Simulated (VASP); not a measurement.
Here is a VASP 6.6.1 calculation.

The input run.py:

```python
from ase.calculators.vasp import Vasp
from ase.io import read
from ase.optimize import BFGSLineSearch

atoms = read('PbS.xyz')
calc = Vasp(
    directory='calc',
    xc='scan+rvv10',
    pp='PBE',
    setups='recommended',
    prec='Accurate',
    encut=520,
    ediff=1e-07,
    ismear=-5,
    sigma=0.05,
    lreal=False,
    lasph=True,
    nelm=80,
    algo='Normal',
    isif=2,
    lwave=True,
    lcharg=False,
    lmixtau=True,
    kpts=[8, 8, 8],
    gamma=True,
)
atoms.calc = calc
opt = BFGSLineSearch(atoms, trajectory='relax.traj')
converged = opt.run(fmax=0.005, steps=40)
print('converged:', converged)

print('energy (eV):', atoms.get_potential_energy())
print('free energy (eV):', atoms.get_potential_energy(force_consistent=True))
print('forces (eV/A):')
print(atoms.get_forces())
print('stress (eV/A^3, Voigt):', atoms.get_stress())
print('Fermi level (eV):', calc.get_fermi_level())
print('cell (A, degrees):', atoms.cell.cellpar())
print('volume (A^3):', atoms.get_volume())
print('scaled positions:')
print(atoms.get_scaled_positions())
```

File PbS.xyz:

```xyz
2
Lattice="0.0000000000 2.9657500000 2.9657500000 2.9657500000 0.0000000000 2.9657500000 2.9657500000 2.9657500000 0.0000000000" Properties=species:S:1:pos:R:3 pbc="T T T"
Pb    -0.0136661760     -0.0120706025     -0.0373269295
S      2.9399568722      2.9286099128      2.9879219470
```

Potentials or basis: VASP PAW PBE potentials, release 64 (Pb_d, S).

Command:

```bash
$ python run.py
```

(1) Estimate the energy gained by relaxing.

(2) Estimate the band gap on the k mesh.

Results:

(1) 0.0 meV/atom.

(2) 0.56 eV, direct.

Caveat: the PAW data sets were made with another functional, which shifts forces and pressure a little; spin-orbit coupling is left out, which as a rule narrows the gap of such compounds by several tenths of an eV.
